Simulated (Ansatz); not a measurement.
Phase order of Hg (with spin–orbit coupling)

Structure types of Hg are relaxed in primitive cells with their symmetry kept at 0 GPa, first on PAW files, then by LAPW. The enthalpy is E + pV at zero temperature, without zero-point motion. Only the types listed were tried, and differences under about 5 meV/atom are mesh noise. Not among the end structures: fcc, which may lie lower.

Level of theory: DFT with PBE, with spin–orbit coupling, in Ansatz 0.2.0; Fermi–Dirac smearing of 0.05 eV, no spin polarisation. LAPW: all electrons, basis error target 0.5 meV/atom; PAW: frozen-core files, cutoff 420 eV.

k meshes: bcc 15×15×15, hcp 14×14×8, sc 13×13×13, diamond 11×11×11.

Q: Which type is lowest in enthalpy, and by how much?

A: sc, 21 meV/atom below bcc. The whole table:

| start type | ends as | a, b, c (Å) | V (Å³/atom) | H − H(lowest), LAPW (meV/atom) | same, PAW |
| --- | --- | --- | --- | --- | --- |
| bcc | bcc, Im-3m | 3.813, 3.813, 3.813 | 27.72 | 20.8 | 20.8 |
| hcp | hcp, P6_3/mmc | 3.493, 3.493, 5.448 | 28.79 | 26.3 | 26.2 |
| sc | sc, Pm-3m | 3.032, 3.032, 3.032 | 27.88 | 0.0 | 0.0 |
| diamond | diamond, Fd-3m | 6.990, 6.990, 6.990 | 42.70 | 105.9 | 105.5 |
